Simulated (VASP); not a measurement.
# Cs (I4/mmm) in VASP: further runs

Runs on Cs. Level: PBE. Tasks: single point.

Program: VASP 6.6.1. These are calculated values, not measurements. Logs are shortened: lines on timing, memory, paths and dates and some standing lists are left out, and cuts for length are marked.

## 1. Starting point

Symmetry: I4/mmm, No. 139, tetragonal system. The conventional cell has a = 5.500 Å, b = 5.500 Å, c = 8.194 Å, α = 90.00°, β = 90.00°, γ = 90.00°.

This isn't the form of Cs at room conditions, which is bcc.

## 2. Single point, PBE

INCAR reads:

```
PREC = Accurate
ENCUT = 450
EDIFF = 1E-6
ISMEAR = 1
SIGMA = 0.05
LREAL = False
LASPH = True
NELM = 100
ALGO = Normal
ISIF = 2
LWAVE = False
LCHARG = False
GGA = PE
NBANDS = 10
ADDGRID = False
```

KPOINTS reads:

```
regular mesh
0
Gamma
  10 10 10
```

POSCAR reads:

```
Cs
1.0
   -2.7500754600      2.7500754600      4.0972389800
    2.7500754600     -2.7500754600      4.0972389800
    2.7500754600      2.7500754600     -4.0972389800
Cs
1
Direct
    0.0000000000      0.0000000000      0.0000000000
```

Potentials or basis: VASP PAW PBE potentials, release 64 (Cs_sv).

Command:

```sh
cat potpaw_PBE.64/Cs_sv/POTCAR > POTCAR
mpirun -np 1 vasp_std > vasp.out
```

OUTCAR:

```text
PREC = Accurate
   ENCUT = 450
   EDIFF = 1E-6
   ISMEAR = 1
   LREAL = False
   LASPH = True
   NELM = 100
   ISIF = 2
   GGA = PE

 Found    102 irreducible k-points:

 Following reciprocal coordinates:
            Coordinates               Weight
  0.000000  0.000000  0.000000      1.000000
  0.100000  0.000000  0.000000      8.000000
  0.200000  0.000000  0.000000      8.000000
  0.300000 -0.000000  0.000000      8.000000
  0.400000  0.000000  0.000000      8.000000
  0.500000 -0.000000  0.000000      4.000000
   k-points           NKPTS =    102   k-points in BZ     NKDIM =    102   number of bands    NBANDS=     10
   number of dos      NEDOS =    301   number of ions     NIONS =      1
   total plane-waves  NPLWV =  64000
   dimension x,y,z NGX =    40 NGY =   40 NGZ =   40
   dimension x,y,z NGXF=    80 NGYF=   80 NGZF=   80
   ions per type =               1
   NGX,Y,Z   is equivalent  to a cutoff of  11.77, 11.77, 11.77 a.u.
   NGXF,Y,Z  is equivalent  to a cutoff of  23.54, 23.54, 23.54 a.u.
 SYSTEM =  unknown system
   PREC   = accura    normal or accurate (medium, high low for compatibility)
   ISTART =      0    job   : 0-new  1-cont  2-samecut
   ICHARG =      2    charge: 1-file 2-atom 10-const
   ISPIN  =      1    spin polarized calculation?
   LNONCOLLINEAR =      F non collinear calculations
   LSORBIT =      F    spin-orbit coupling
   LASPH  =      T    aspherical Exc in radial PAW
   ENCUT  =  450.0 eV  33.07 Ry    5.75 a.u.   9.77  9.77  9.77*2*pi/ulx,y,z
   NELM   =    100;   NELMIN=  2; NELMDL= -5     # of ELM steps
   EDIFF  = 0.1E-05   stopping-criterion for ELM
   LREAL  =      F    real-space projection
   EDIFFG = 0.1E-04   stopping-criterion for IOM
   NSW    =      0    number of steps for IOM
   IBRION =     -1    ionic relax: 0-MD 1-quasi-New 2-CG
   NFREE  =      0    steps in history (QN), initial steepest desc. (CG)
   ISIF   =      2    stress and relaxation
   ISYM   =      2    0-nonsym 1-usesym 2-fastsym
   POTIM  = 0.5000    time-step for ionic-motion
   TEBEG  =    0.0;   TEEND  =   0.0 temperature during run
   PSTRESS=    0.0 pullay stress
   NELECT =       9.0000    total number of electrons
   NUPDOWN=      -1.0000    fix difference up-down
   EMIN   =  10.00;   EMAX   =-10.00  energy-range for DOS
   EFERMI =   0.00;   METHOD = LEGACY
   ISMEAR =     1;   SIGMA  =   0.05  broadening in eV -4-tet -1-fermi 0-gaus
   EFERMI_NEDOS =   21; number of points for ismear=-14 and -15
   IALGO  =     38    algorithm
   IMIX   =      4    mixing-type and parameters
     AMIX     =   0.40;   BMIX     =  1.00
     AMIX_MAG =   1.60;   BMIX_MAG =  1.00
  volume/ion in A,a.u.               =     123.95       836.44
  Fermi-wavevector in a.u.,A,eV,Ry     =   0.682981  1.290648  6.346621  0.466463
  Thomas-Fermi vector in A             =   1.762213
   LORBIT       =      0    0 simple, 1 ext, 2 COOP (PROOUT), +10 PAW based schemes
   GGA     = PE    functional components
   LHFCALC =     F    Hartree Fock is set to
   AEXX    =    0.0000 exact exchange contribution
   IVDW    =     0    specifies the selected vdW correction
   LEPSILON=     F    determine dielectric tensor
   LRPA    =     F    only Hartree local field effects (RPA)
 non-spin polarized calculation
 Methfessel and Paxton  Order N= 1 SIGMA  =   0.05
  energy-cutoff  :      450.00
  volume of cell :      123.95
 maximum number of plane-waves:      2719
   NGX = 19   NGY = 19   NGZ = 19

 number of electron       9.0000001 magnetization

 Free energy of the ion-electron system (eV)
  ---------------------------------------------------
  ext. energy  EPLUGINS =         0.00000000
  ---------------------------------------------------
  free energy    TOTEN  =        -0.84796709 eV

  energy without entropy =       -0.84853394  energy(sigma->0) =       -0.84815604

 E-fermi :   0.2484     XC(G=0):  -5.2223

 val. band max:        0.2187578871   @ k =  -0.2000   0.4000   0.1000
 cond. band min:       0.2659770374   @ k =   0.5000  -0.0000   0.0000
 fundamental gap:      0.0472191504
 Fermi energy:         0.2484261693

 k-point     1 :       0.0000    0.0000    0.0000
  band No.  band energies     occupation
      1     -23.6237      2.00000
      2     -10.3795      2.00000
      3     -10.3778      2.00000
      4     -10.3778      2.00000
      5      -1.3296      2.00000
      6       2.5761      0.00000
      7       2.7391      0.00000
      8       2.7391      0.00000
      9       3.5209      0.00000
     10       3.8416      0.00000

 k-point     2 :       0.1000    0.0000    0.0000
  band No.  band energies     occupation
      1     -23.6233      2.00000
      2     -10.3886      2.00000
      3     -10.3807      2.00000
      4     -10.3788      2.00000
      5      -1.2326      2.00000
      6       2.4763      0.00000
      7       2.6858      0.00000
      8       2.7872      0.00000
      9       3.4563      0.00000
     10       3.7416      0.00000

 k-point     3 :       0.2000    0.0000    0.0000
  band No.  band energies     occupation
      1     -23.6222      2.00000
      2     -10.4152      2.00000
      3     -10.3853      2.00000
      4     -10.3815      2.00000
      5      -0.9535      2.00000
      6       2.0942      0.00000
      7       2.6969      0.00000
      8       2.8651      0.00000
      9       3.4465      0.00000
     10       3.6233      0.00000

 k-point     4 :       0.3000   -0.0000    0.0000
  band No.  band energies     occupation
      1     -23.6209      2.00000
      2     -10.4476      2.00000
      3     -10.3909      2.00000
      4     -10.3847      2.00000
      5      -0.5307      2.00000
      6       1.6628      0.00000
      7       2.5988      0.00000
      8       2.8152      0.00000
      9       3.7202      0.00000
     10       3.7791      0.00000

 k-point     5 :       0.4000    0.0000    0.0000
  band No.  band energies     occupation
      1     -23.6199      2.00000
      2     -10.4734      2.00000
      3     -10.3955      2.00000
      4     -10.3874      2.00000
      5      -0.0428      2.00000
      6       1.2421     -0.00000
      7       2.4822      0.00000
      8       2.7058      0.00000
      9       4.1408      0.00000
     10       4.1623      0.00000

 k-point     6 :       0.5000   -0.0000    0.0000
  band No.  band energies     occupation
      1     -23.6195      2.00000
      2     -10.4832      2.00000
      3     -10.3972      2.00000
      4     -10.3884      2.00000
      5       0.2660      0.44452
      6       0.9747     -0.00000
      7       2.4356      0.00000
      8       2.6595      0.00000
      9       4.3758      0.00000
     10       4.4483      0.00000

 [... further k-points ...]

------------------------ aborting loop because EDIFF is reached ----------------------------------------

  FORCE on cell =-STRESS in cart. coord.  units (eV):
  Direction    XX          YY          ZZ          XY          YZ          ZX
  --------------------------------------------------------------------------------------
  -------------------------------------------------------------------------------------
  Total       -0.0736780     -0.0736780     -0.0787471      0.0000000     -0.0000000      0.0000000
  in kB       -0.9523748     -0.9523748     -1.0178993      0.0000000     -0.0000000      0.0000000
  external PRESSURE =      -0.9742163 kB  Pullay stress =       0.0000000 kB

 VOLUME and BASIS-vectors are now :
 -----------------------------------------------------------------------------
  energy-cutoff  :      450.00
  volume of cell :      123.95
      direct lattice vectors                 reciprocal lattice vectors
    -2.750075460  2.750075460  4.097238980     0.000000000  0.181813193  0.122033399
     2.750075460 -2.750075460  4.097238980     0.181813193  0.000000000  0.122033399
     2.750075460  2.750075460 -4.097238980     0.181813193  0.181813193  0.000000000

 POSITION                                       TOTAL-FORCE (eV/Angst)
 -----------------------------------------------------------------------------------
      0.00000      0.00000      0.00000         0.000000      0.000000      0.000000
 -----------------------------------------------------------------------------------
    total drift:                               -0.000000     -0.000000     -0.000000

  FREE ENERGIE OF THE ION-ELECTRON SYSTEM (eV)
  ---------------------------------------------------
  free  energy   TOTEN  =        -0.8479670856 eV

  energy  without entropy=       -0.8485339410  energy(sigma->0) =       -0.84815604
```

Run time: 41 s. Hardware: 1 thread of Intel Xeon Platinum 8488C (Sapphire Rapids), shared host; peak memory 0.28 GiB.

These settings aren't checked as converged: the numbers below hold their error.

Results:

- Free energy: -0.8480 eV
- Pressure: -0.1 GPa
- Band gap on the k mesh: none (metal or under the smearing width)

## 3. Single point, PBE

This run uses another cell than the first one, of the same volume but with other edges.

INCAR is that of step 2.

KPOINTS is that of step 2.

POSCAR reads:

```
Cs
1.0
   -2.6528630000      2.7200140000      3.9488130000
    2.8833600000     -2.6988260000      4.0893020000
    2.7318000000      2.7777640000     -3.9345920000
Cs
1
Direct
    0.0073440000      0.0133040000      0.0001460000
```

Potentials or basis: VASP PAW PBE potentials, release 64 (Cs_sv).

Command:

```sh
cat potpaw_PBE.64/Cs_sv/POTCAR > POTCAR
mpirun -np 1 vasp_std > vasp.out
```

Run time: 3.5 min. Hardware: 1 thread of Intel Xeon Platinum 8488C (Sapphire Rapids), shared host; peak memory 0.59 GiB.

The run converged, but some of its settings lie outside the range that counts as converged, so its numbers aren't taken as properties of the crystal.

Results:

```
Free energy            : -0.8463 eV
Pressure               : -0.1 GPa
Band gap on the k mesh : none (metal or under the smearing width)
```

## 4. Single point, PBE

INCAR: that of step 3 with these lines changed.

```diff
@@ -4,3 +4,3 @@
 ISMEAR = 1
-SIGMA = 0.05
+SIGMA = 0.02
 LREAL = False
```

KPOINTS is that of step 3.

POSCAR reads:

```
Cs
1.0
   -2.7500754600      2.7500754600      4.0972389800
    2.7500754600     -2.7500754600      4.0972389800
    2.7500754600      2.7500754600     -4.0972389800
Cs
1
Direct
    0.0000000000      0.0000000000      0.0000000000
```

Command:

```sh
cat potpaw_PBE.64/Cs_sv/POTCAR > POTCAR
mpirun -np 1 vasp_std > vasp.out
```

It took 44 s on 1 thread of Intel Xeon Platinum 8488C (Sapphire Rapids), shared host; peak memory 0.28 GiB.

These settings aren't checked as converged: the numbers below hold their error.

What came out:

```
Free energy            : -0.8482 eV
Pressure               : -0.1 GPa
Band gap on the k mesh : none (metal or under the smearing width)
```

## 5. The reference run

An earlier run on the cell as given: functional PBE; potentials or basis VASP PAW PBE potentials, release 64 (Cs_sv); cutoff 520 eV; k mesh 7 × 7 × 7; occupations fermi-dirac, width 0.05 eV; no spin polarisation.

- Pressure: -0.1 GPa
- Band gap on the k mesh: none (metal or under the smearing width)
